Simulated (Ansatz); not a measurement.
**Cd in Ansatz: convergence with xc grid**

The system is Cd.

```
Cd
1.0
     2.97887    0.00000    0.00000
    -1.48944    2.57978    0.00000
     0.00000    0.00000    5.61765
Cd
2
Direct
  0.66667 0.33333 0.75000
  0.33333 0.66667 0.25000
```

```yaml
Program: Ansatz 0.2.0
Task: convergence study
Functional: PBEsol
Potentials_or_basis: all-electron LAPW, scalar-relativistic
Cutoff: 224 eV (chosen from the basis error)
Basis_error_allowed: 0.001 eV/atom
k_mesh: 10 × 10 × 5
Occupations: fermi-dirac, width 0.05 eV
Spin: no spin polarisation
```

These are the settings of the first run; the series varies xc grid, with any setting tied to it.

Hardware: 1 thread of Arm Neoverse V1, on a shared host.

```tsv
xc grid	energy less the tightest run, at zero smearing (meV/atom)	SCF cycles	CPU time (s)	peak memory (GiB)
1	0.00	8	9.2	0.29
2	0.00	8	9.2	0.3
3	0.00	8	9.3	0.3
4	0.00	8	9.9	0.3
```

Against the tightest run, the energy stays within 1 meV/atom from 1 on. The tightest run that finished is the yardstick and may itself not be fully converged.
